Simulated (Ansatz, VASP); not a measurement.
## Cross-check of PbF2 (1T-PbF2, 1 layer) between VASP and Ansatz

One calculation is typed for both programs; each brings its own data sets. How far apart do they land? The structure shown is the start of the Ansatz relaxation below; VASP solves that cell, so the two are compared at the walk's first step.

Method: plane waves, with VASP 6.6.1 beside it; single point at PBE, in Ansatz 0.2.0.

### Step 1. The structure

The cell holds 3 atoms: 2 F and 1 Pb. Its edges and angles: a = 2.749 Å, b = 2.749 Å, c = 24.357 Å, α = 90.0°, β = 90.0°, γ = 120.0°. Vacuum lies along c.

### Step 2. Ansatz: relaxation, PBE

Ansatz runs on its default PAW (the set named soft_2) files.

The two programs are compared at the cell with which this relaxation starts, whose forces are those of its first step.

Input file input.yaml:

```yaml
crystal:
  lattice:
    - [2.749142, 0.0, 0.0]
    - [-1.374571, 2.3808268106, 0.0]
    - [0.0, 0.0, 24.3573446259]
  atoms:
    - { symbol: F, position: [0.6666666667, 0.3333333333, 0.4516091622] }
    - { symbol: Pb, position: [0.0, 0.0, 0.5] }
    - { symbol: F, position: [0.3333333333, 0.6666666667, 0.5483908378] }
kpoints:
  mp_grid: { grid: [12, 12, 1] }
hamiltonian:
  xc: pbe
scf:
  occupations: { method: fermi_dirac, width: 0.05 }
  convergence: { dr2_threshold: 1.0e-08 }
efield:
  axis: 3
  dipole_correction: true
  ramp_position: 0.97
  ramp_width: 0.04
relax:
  f_tol: 0.01
  cell: { fix: [c, alpha, beta] }
output:
  write_potential: true
  write_density: true
  volumetric_format: npy
```

Launch:

```console
$ ansatz run input.yaml --threads 4 --pin off --max-ram 8192MiB --backend cpu --events-out ev --progress --plain --runs-dir out
```

Numbers of over 12 decimals in the logs are rounded to 6 here.

Output:

```text
Warning: relax.cell: scf.convergence.dr2_threshold = 1e-8 eV is looser than the 3e-10 eV advised for a relaxation that steers and ends on the stress (1e-10 eV for each atom of the cell: 3). What an SCF threshold leaves in a stress goes as its square root, and in the free energy as the threshold itself, and one threshold admits the most on a small cell: [figures from the program's tests cut] Set scf.convergence.dr2_threshold to 3e-10 eV or tighter. The threshold is an SCF's pass mark: one that does not reach it within its budget of iterations ends unconverged, or closes short of it on a stop that the run arms, and scf.convergence.dr2_threshold's page says what that costs each kind of run
Engine: ansatz 0.2.0, aarch64-unknown-linux-gnu
Pseudopotentials: kind: paw
Pseudopotential: F, paw, valence charge 7, recommended cutoff 420 eV (normal), F.paw.azcp
Pseudopotential: Pb, paw, valence charge 14, recommended cutoff 420 eV (normal), Pb.paw.azcp
Functional definition: PBE
  parameter kappa = 0.804
  parameter beta = 0.066725
  exchange = pbe_x(kappa = kappa, mu = beta*pi^2/3)
  correlation = pbe_c(beta = beta)
Crystal: 3 atoms, lattice volume = 159.424 Å³
Basis set: ecut = 420 eV, 3135 PW (Γ), exchange–correlation on 40×40×360 points (8 copies of the dense FFT grid, shifted against one another)
Bands: 18, of which v1, the nominal top of the filled ones, is band 14 counted from 1 (13 counted from 0)
Symmetry: 6 space group operations
k-points: 19 of 144 (time reversal used)
Non-local potential: F, projectors of the file, l = 0: 2, l = 1: 2, l = 2: 1
Non-local potential: Pb, projectors of the file, l = 0: 2, l = 1: 2, l = 2: 2, l = 3: 2
PAW form: soft (Blöchl's): semilocal exchange-correlation on the pseudo side does not see the compensation charge
PAW one-centre angular grid: F, 110 points (default); XC on 64 Gauss nodes
PAW one-centre angular grid: Pb, 590 points (default); XC on 64 Gauss nodes
Initial density: superposition of atomic densities (neutral atoms: chi_scale 0, normalization atom), corrected by the library's trained network
Initial wavefunctions: pseudopotential atomic-orbital guess
Functional: x = pbe(κ = 0.804, μ = 0.219515), c = pbe(β = 0.066725)
SCF iter   1: F=—  HF=-13512.198568 eV  |F-HF|=—  |Δ(HF+E_count)|=         —  Δρ=1.23e-2  dr2=1.41e-1  ethr=1.77e-3  p=0.000 e·Å  D=6.17e-7 V/Å  ΔV_dip=-0.00 eV  dr2_dipole=3.26e-8  V_vac-E_F(+/−)=2.93/2.93 eV  ⟨swp⟩=10.1  Hψ=2875  notcnv=0
efield: sawtooth ramp at fractional position 0.9700 (set: `efield.ramp_position`, or a place that a band, a saddle search or an elastic batch's reference lends), width 0.0400; the density the first Hamiltonian is built on has a dipole p = 0.000 e·Å; the dipole correction subtracts the counter field D = 6.17e-7 V/Å, which shifts the + side's vacuum level by -0.00 eV against the − side's; the planar-averaged density in the ramp window peaks in size at 4.5e-6 e/Å³
preconditioner: auto → LDOS  [metal: Δε(μ)=0.111 eV  Ē_g=20.315 eV  σ=0.050 eV  W_gap=0.47  n_scr=14 (ndim 8)  ℏωp=15.6 eV  f_vac=0.787  D(μ)=0.32/eV (n_scr^D=4)  β→1.0]
SCF iter   2: F=—  HF=-13512.196305 eV  |F-HF|=—  |Δ(HF+E_count)|=   2.26e-3  Δρ=1.00e-2  dr2=8.45e-2  ethr=5.04e-4  p=0.000 e·Å  D=8.65e-5 V/Å  ΔV_dip=-0.00 eV  dr2_dipole=1.21e-7  V_vac-E_F(+/−)=2.05/2.05 eV  ⟨swp⟩=4.2  Hψ=1065  notcnv=0
SCF iter   3: F=—  HF=-13512.168113 eV  |F-HF|=—  |Δ(HF+E_count)|=   2.82e-2  Δρ=6.66e-4  dr2=5.18e-4  ethr=3.02e-4  p=0.000 e·Å  D=1.57e-5 V/Å  ΔV_dip=-0.00 eV  dr2_dipole=1.70e-9  V_vac-E_F(+/−)=2.52/2.52 eV  ⟨swp⟩=4.1  Hψ=970  notcnv=0
SCF iter   4: F=—  HF=-13512.168070 eV  |F-HF|=—  |Δ(HF+E_count)|=   4.29e-5  Δρ=3.44e-4  dr2=1.10e-4  ethr=1.85e-6  p=0.000 e·Å  D=4.28e-6 V/Å  ΔV_dip=-0.00 eV  dr2_dipole=8.79e-11  V_vac-E_F(+/−)=2.47/2.48 eV  ⟨swp⟩=3.9  Hψ=947  notcnv=0
SCF iter   5: F=—  HF=-13512.168038 eV  |F-HF|=—  |Δ(HF+E_count)|=   3.14e-5  Δρ=7.87e-5  dr2=5.25e-6  ethr=3.94e-7  p=-0.000 e·Å  D=-5.13e-6 V/Å  ΔV_dip=0.00 eV  dr2_dipole=3.77e-10  V_vac-E_F(+/−)=2.47/2.47 eV  ⟨swp⟩=3.0  Hψ=769  notcnv=0
SCF iter   6: F=—  HF=-13512.168035 eV  |F-HF|=—  |Δ(HF+E_count)|=   3.14e-6  Δρ=4.02e-5  dr2=1.31e-6  ethr=1.87e-8  p=0.000 e·Å  D=1.17e-5 V/Å  ΔV_dip=-0.00 eV  dr2_dipole=1.39e-9  V_vac-E_F(+/−)=2.47/2.47 eV  ⟨swp⟩=3.4  Hψ=747  notcnv=0
SCF iter   7: F=—  HF=-13512.168035 eV  |F-HF|=—  |Δ(HF+E_count)|=   3.33e-7  Δρ=1.44e-5  dr2=1.73e-7  ethr=4.68e-9  p=-0.000 e·Å  D=-4.72e-6 V/Å  ΔV_dip=0.00 eV  dr2_dipole=3.19e-10  V_vac-E_F(+/−)=2.47/2.47 eV  ⟨swp⟩=2.5  Hψ=584  notcnv=0
[...]
efield: sawtooth ramp at fractional position 0.9700 (set: `efield.ramp_position`, or a place that a band, a saddle search or an elastic batch's reference lends), width 0.0400; the density the first Hamiltonian is built on has a dipole p = 0.000 e·Å; the dipole correction subtracts the counter field D = 3.35e-6 V/Å, which shifts the + side's vacuum level by -0.00 eV against the − side's; the planar-averaged density in the ramp window peaks in size at 1.9e-7 e/Å³
preconditioner: auto → none  [insulator: Δε(μ)=3.463 eV  Ē_g=16.028 eV  σ=0.050 eV  W_gap=1.00  n_scr=12 (ndim 8)  ℏωp=10.7 eV  f_vac=0.808  D(μ)=0.00/eV (n_scr^D=0)  ε∞_Penn≈1.4]
SCF iter   2: F=—  HF=-13524.297363 eV  |F-HF|=—  |Δ(HF+E_count)|=   1.91e-4  Δρ=3.39e-5  dr2=1.33e-6  ethr=9.73e-9  p=-0.000 e·Å  D=-8.54e-7 V/Å  ΔV_dip=0.00 eV  dr2_dipole=1.24e-10  V_vac-E_F(+/−)=5.21/5.21 eV  ⟨swp⟩=2.0  Hψ=608  notcnv=0
SCF iter   3: F=—  HF=-13524.297423 eV  |F-HF|=—  |Δ(HF+E_count)|=   5.98e-5  Δρ=2.10e-5  dr2=3.64e-7  ethr=4.74e-9  p=0.000 e·Å  D=4.83e-6 V/Å  ΔV_dip=-0.00 eV  dr2_dipole=2.31e-10  V_vac-E_F(+/−)=5.21/5.21 eV  ⟨swp⟩=2.0  Hψ=464  notcnv=0
iter 4 met the thresholds in force, and the SCF goes on: an eigenvalue changes by 12.37 meV, over its tolerance of 3.16 meV (output.eigenvalues, Limitations)
SCF iter   4: F=-13524.297458 eV  HF=-13524.297457 eV  |F-HF|=1.16e-6  |Δ(HF+E_count)|=   3.40e-5  Δρ=2.09e-6  dr2=7.08e-9  ethr=3.57e-11  p=-0.000 e·Å  D=-1.86e-6 V/Å  ΔV_dip=0.00 eV  dr2_dipole=2.48e-10  V_vac-E_F(+/−)=5.21/5.21 eV  ⟨swp⟩=11.5  Hψ=2963  notcnv=0
SCF iter   5: F=-13524.297458 eV  HF=-13524.297458 eV  |F-HF|=3.05e-7  |Δ(HF+E_count)|=   8.55e-7  Δρ=1.72e-6  dr2=1.12e-8  ethr=2.53e-11  p=0.000 e·Å  D=7.02e-6 V/Å  ΔV_dip=-0.00 eV  dr2_dipole=6.47e-10  V_vac-E_F(+/−)=5.21/5.21 eV  ⟨swp⟩=2.1  Hψ=572  notcnv=0
iter 6 met the thresholds in force, and the SCF goes on: an eigenvalue changes by 8.98 meV, over its tolerance of 3.16 meV (output.eigenvalues, Limitations)
SCF iter   6: F=-13524.297458 eV  HF=-13524.297458 eV  |F-HF|=9.35e-8  |Δ(HF+E_count)|=   2.20e-7  Δρ=5.32e-7  dr2=9.46e-10  ethr=2.53e-11  p=0.000 e·Å  D=3.10e-6 V/Å  ΔV_dip=-0.00 eV  dr2_dipole=5.29e-11  V_vac-E_F(+/−)=5.21/5.21 eV  ⟨swp⟩=8.3  Hψ=2382  notcnv=0
Mixer restart at iter 6: flushing history
SCF iter   7: F=-13524.297458 eV  HF=-13524.297458 eV  |F-HF|=1.28e-8  |Δ(HF+E_count)|=   9.69e-8  Δρ=1.67e-6  dr2=1.27e-8  ethr=3.38e-12  p=-0.000 e·Å  D=-4.46e-6 V/Å  ΔV_dip=0.00 eV  dr2_dipole=7.75e-10  V_vac-E_F(+/−)=5.21/5.21 eV  ⟨swp⟩=2.3  Hψ=618  notcnv=0  κ⁻¹=1.0e0(r=1)
SCF iter   8: F=-13524.297458 eV  HF=-13524.297458 eV  |F-HF|=1.82e-11  |Δ(HF+E_count)|=   2.65e-9  Δρ=4.04e-8  dr2=4.45e-12  ethr=3.38e-12  p=0.000 e·Å  D=1.62e-6 V/Å  ΔV_dip=-0.00 eV  dr2_dipole=1.63e-13  V_vac-E_F(+/−)=5.21/5.21 eV  ⟨swp⟩=6.2  Hψ=2168  notcnv=0
SCF 23 converged in 8 iterations: F = -13524.297458 eV  dr2 = 4.45e-12
relax step  23: F+E_penalty+E_count = -13524.29745831 eV  Δ(F+E_penalty+E_count) = -3.027e-3 eV  max|allowed force component| = 3.365e-4 eV/Å  Δτ_max = 0.0000 Å  P = +0.006 GPa  Ω = 334.933 Å³  fix = [c, alpha, beta]  reactions: c -0.000 GPa  stress off target by 8.66e-3 GPa on what of the cell is left free  SCF on the basis re-selected at this cell (its energy is not comparable with the rows above)  (8 SCF iters)
basis re-selected at this cell: Δ(F+E_penalty+E_count) = -3.027e-3 eV, ΔP = +0.005 GPa vs the last step (what re-selecting the basis moved, of the pressure what is left beyond the Pulay correction that the steps carried, after the strain that the cell walked since its last selection, with what the two solves' SCF thresholds leave and, on support functions, any second-order correction that the steps lacked; it is no m [...]
WARN: The output density's exchange-correlation potential varies sharply where the density is thin. Do not read a vacuum level from v_tot or v_xc, or from such a field of the output density. On a cell that repeats whose density bears no net charge and no dipole along the vacuum's axis use v_es (v_loc + v_h of the components); under efield.dipole_correction with no amplitude use v_es + v_field, which holds any externa [...]
SCF converged after 8 iterations
an eigenvalue changed by more than its tolerance at an iteration that met the thresholds in force, so the SCF went on 2 times, its first undamped step at iteration 6: the last check found none over its tolerance
Free energy (F): -13524.297458 eV
Harris-Foulkes:  -13524.297458 eV  (|F-HF|=1.82e-11)
Internal energy: -13524.297458 eV  (E = F + TS)
E sigma→0 (E₀):  -13524.297458 eV
Fermi energy:    -3.312263 eV
Dipole field:    D = 0.000001 V/Å  (p = 0.000002 e·Å, saw-weighted, corrected)
Work function:   Φ+ = 5.2147 eV   Φ− = 5.2147 eV
Levels:          The Fermi level and band energies are counted from a zero that moves with the ramp; work functions are not
--- Per-component energies (eV) ---
  E_band       = -409.450473
  E_kinetic    = 697.021739
  E_local      = -18507.096827  (includes V_loc(G=0)·N_el)
  E_nonlocal   = 496.968962
  E_hartree    = 8849.929114
  E_xc         = -380.953993
  E_vxc        = -337.198125  (∫ρ·V_xc dr)
  E_paw        = -10801.970675  (= ΣΔE_a)
  E_vpaw       = -459.008476  (= ΣTr[D̂ρ^β])
  E_aug_tail   = 0.004112  (compensation charges beyond the density's cutoff)
  E_efield     = 0.000000  (sawtooth field / dipole correction)
  E_vefield    = -0.000008  (∫n·V_field dr)
  E_ewald      = 6121.800110
  E_smearing   = -0.000000  (= −TS)
  E_closure    = 0.000000  (closes the sum)
  Σ components = -13524.297458   (vs F -13524.297458, Δ=0.00e0)
--- Forces (eV/Å), atoms counted from 1 ---
  atom   1  F     -0.00000000    -0.00000000    -0.00031846
  atom   2  Pb     0.00000000    -0.00000000    -0.00001796
  atom   3  F      0.00000000     0.00000000     0.00033649
  max |Σ_I F_I| component: 7.72e-8 eV/Å
--- Stress (GPa, compression-positive) ---
        0.008661      -0.000000      -0.000000
       -0.000000       0.008661       0.000000
       -0.000000       0.000000      -0.000096
  P = ⅓ Tr σ = 0.0057 GPa (0.057 kbar)
--- Band table (eV; the first three rows and the last of 19) ---
  k-point 0: bands = [... 10 lower, -7.2449, -7.2449, -6.9048, -6.4639, -1.6229, 1.4847, 1.9091, 2.0396]
  k-point 1: bands = [... 10 lower, -7.2204, -7.1762, -6.8726, -6.3769, -1.5237, 1.4663, 1.9950, 2.0568]
  k-point 2: bands = [... 10 lower, -7.1811, -7.0900, -6.8267, -6.1416, -1.2547, 1.1697, 2.0923, 2.2507]
  k-point 18: bands = [... 10 lower, -7.5722, -6.7757, -6.7757, -5.0853, 0.3666, 1.0550, 1.0550, 4.8609]
--- Relaxed structure (19 steps of the walk, 19 accepted, 4 SCFs on fresh bases) ---
  F+E_penalty+E_count = -13524.29745831 eV   max|allowed force component| = 3.365e-4 eV/Å   (the final SCF, on the basis selected at the relaxed cell)
  cell:  # Å, volume = 334.9330 Å³
    - [3.984728, 0, 0]
    - [-1.992364, 3.450876, 0]
    - [0, 0, 24.3573446259]
  atoms:
    - { symbol: F, position: [0.666667, 0.333333, 0.459105] }
    - { symbol: Pb, position: [0, 0, 0.500000] }
    - { symbol: F, position: [0.333333, 0.666667, 0.540895] }
```

The column dr2 measures how far the density is from self-consistency, as an energy; F and HF (Harris–Foulkes) agree once it is small.

(Continued in part 2 of 2.)

[Lines on the potential files, build, host, timing and source positions are cut from VASP's logs without a mark.]

[Logs are printed without paths, hosts, clocks, repeated set-up lines and the standing remarks that a program may print on its own settings, such as how far it seeks lower states.]

[Hosts, paths, dates, database ids (printed as entryN), source tags and the programs' standing remarks are cut or masked in the printed files.]
